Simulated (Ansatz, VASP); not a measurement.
# Ru: VASP beside Ansatz

```xyz
1
Lattice="2.5121 0.0000 0.0000 0.0000 2.5121 0.0000 0.0000 0.0000 2.5121" Properties=species:S:1:pos:R:3 pbc="T T T"
Ru    0.0000    0.0000    0.0000
```

Alike in both runs: functional PBE; k mesh 15 × 15 × 15; occupations fermi-dirac, width 0.1 eV; no spin polarisation.

Ansatz relaxed the structure, and its values are those at the end. VASP's run is a single point on that final structure, the one shown.

|  | VASP | Ansatz |
| --- | --- | --- |
| version | VASP 6.6.1 | Ansatz 0.2.0 |
| potentials or method | VASP PAW PBE potentials, release 64 (Ru_pv) | PAW with Ansatz's default frozen-core files, scalar-relativistic |
| plane-wave cutoff (eV) | 520 | 420 |
| valence electrons in the cell | 14 | 16 |

Ansatz gave:

- pressure (GPa): 0.0

**Question.** Estimate VASP's values.

**Answer.** Pressure (GPa): 0.1.

The two sets of potentials don't hold the same shells in valence.
